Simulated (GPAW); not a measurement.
Crystal: La2O3.

```xyz
5
Lattice="3.9308 0.0000 0.0000 -1.9654 3.4042 0.0000 0.0000 0.0000 6.1120" Properties=species:S:1:pos:R:3 pbc="T T T"
La    0.0000    2.2694    1.5050
La    1.9654    1.1347    4.6070
O     0.0000    0.0000    0.0000
O     0.0000    2.2694    3.9477
O     1.9654    1.1347    2.1643
```

The cell is a database's computed one.

Base run:

- Program: GPAW 26.7.0
- Functional: r2SCAN
- Potentials or basis: GPAW PAW data sets (gpaw-data 1.2.1)
- Cutoff: 800 eV
- Basis: pw
- k mesh: 5 × 5 × 3
- Occupations: fermi-dirac, width 0.05 eV
- Spin: no spin polarisation

Its results: band gap on the k mesh 4.44 eV, indirect (least direct gap 4.58 eV); pressure 1.0 GPa; largest force 0.069 eV/Å.

Task: The run is repeated on the same cell with these changes: functional from r2SCAN to PBE. What comes out?

Result: Band gap on the k mesh 4.03 eV, indirect (least direct gap 4.18 eV); pressure 2.2 GPa; largest force 0.041 eV/Å.

r2SCAN gives the wider gap, since meta-GGAs in the generalised Kohn-Sham scheme recover part of the derivative discontinuity.

Caveats: one-centre terms of the f shell are cut off; spin-orbit coupling is left out, which moves the levels of the heavy elements; the mesh misses the band edges, which the band path finds closer together; the PAW data sets were made with another functional, which shifts forces and pressure a little (some runs).
